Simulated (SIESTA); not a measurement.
Ru under changes of volume

One of the cells (13.575 Å³/atom); the others are scaled copies at fixed shape and fractional positions:

```
CELL_PARAMETERS angstrom
2.70580 0.00000 0.00000
-1.35290 2.34329 0.00000
0.00000 0.00000 4.28190
ATOMIC_POSITIONS crystal
Ru 0.66667 0.33333 0.75000
Ru 0.33333 0.66667 0.25000
```

* Program: SIESTA 5.4.2
* Functional: LDA
* Potentials or basis: PseudoDojo 0.4 standard (LDA files)
* Basis: DZP (energy shift 0.003 Ry; two zetas on semicore shells)
* Grid cutoff: 800 Ry
* Energy shift: 0.003 Ry
* k mesh: 11 × 11 × 6
* Occupations: fermi-dirac, width 0.05 eV
* Spin: no spin polarisation

```tsv
volume (Å³/atom)	energy over the lowest point (meV/atom)	pressure (GPa)
12.760	21.21	15.0
13.032	3.64	6.2
13.303	0.00	-1.7
13.575	?	?
13.846	28.34	-14.4
14.118	57.60	-19.7
14.389	95.25	-24.5
```

What does the run at 13.575 Å³/atom give?

Energy over the lowest point 8.79 meV/atom; pressure -8.3 GPa.

Worked out: A Birch-Murnaghan fit of order 3 (a polynomial in V^(-2/3)) to the other rows has its minimum at 13.24 Å³/atom with B0 = V·E''(V) = 364 GPa and B' = 5.0 at fixed shape and positions, which overstates the stiffness. It gives 8.76 meV/atom at 13.575 Å³/atom, against the run's 8.79, and -dE/dV = -8.5 GPa, against -8.3.

Energies are extrapolated to zero smearing.

Caveats: the basis of atomic orbitals isn't converged, which shifts pressures, moduli and gaps.
